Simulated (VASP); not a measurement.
MgS:

```
S Mg
1.0
     4.03462    0.00000    0.00000
    -2.01731    3.49409    0.00000
     0.00000    0.00000    6.43229
S Mg
2 2
Cartesian
  2.0173 1.1647 5.6556
  0.0000 2.3294 2.4394
  0.0000 2.3294 6.4050
  2.0173 1.1647 3.1888
```

The cell comes from a database or a generator and needn't be the stable form of this composition.

Program: VASP 6.6.1. Alike in all runs: task band structure; no spin polarisation; cell as given; k mesh 8 × 8 × 4; cutoff (eV) 520; smearing gaussian 0.02 eV. Hardware: 1 thread of Intel(R) Xeon(R) 6975P-C (Granite Rapids) (shared host).

Q: Order these runs on this cell by their wall time, lowest first.
A. level LDA; potentials or basis VASP PAW LDA potentials, release 64 (S, Mg)
B. level TB-mBJ; potentials or basis VASP PAW PBE potentials, release 64 (S, Mg)
C. level r2SCAN; potentials or basis VASP PAW PBE potentials, release 64 (S, Mg)

A: A (47 s), B (95 s), C (200 s).
